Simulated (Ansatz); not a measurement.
**Structure types of TePb compared at 17 GPa**

Structure types of TePb are relaxed in primitive cells with their symmetry kept at 17 GPa, on PAW files; LAPW relaxes the small cells further and takes the PAW cell for the others (marked *). The enthalpy is E + pV at zero temperature, without zero-point motion. Only the types listed were tried, and differences under about 5 meV/atom are mesh noise. The real phase may be another.

All numbers are PBE results (scalar-relativistic) from Ansatz 0.2.0, with Fermi–Dirac smearing of 0.05 eV, no spin polarisation. Methods: LAPW: all electrons, basis error target 0.5 meV/atom; PAW: frozen-core files, cutoff 420 eV.

k meshes: rocksalt 12×12×12, CsCl 12×12×12, zincblende 12×12×12, wurtzite 9×9×5, NiAs 9×9×5.

Spin–orbit coupling is left out, which matters for the heavy atoms.

Problem. Which type is lowest in enthalpy, and by how much?

Solution. CsCl, 84 meV/atom below rocksalt. The whole table:

```
start type                   ends as          a, b, c (Å)  V (Å³/atom)  H − H(lowest), LAPW (meV/atom)  same, PAW
  rocksalt           rocksalt, Fm-3m  6.042, 6.042, 6.042        27.57                            83.9       83.7
      CsCl               CsCl, Pm-3m  3.685, 3.685, 3.685        25.02                             0.0        0.0
zincblende         zincblende, F-43m  6.537, 6.537, 6.537        34.92                          1297.7     1297.4
 wurtzite*      flat h-MgO, P6_3/mmc  4.994, 4.994, 6.016        32.48                           826.5      826.3
     NiAs*  distorted NiAs, P6_3/mmc  3.927, 3.927, 8.080        26.98                           124.7      124.7
```

Problem. Split the lead of CsCl over rocksalt into energy and pV.

Solution. For rocksalt less CsCl: ΔE = -187.5 meV/atom, and p·ΔV = 17 GPa × +2.5571 Å³ × 6.242 meV/(GPa·Å³) = +271.3 meV/atom, together 83.8 meV/atom. CsCl wins by its smaller volume, against the internal energy.
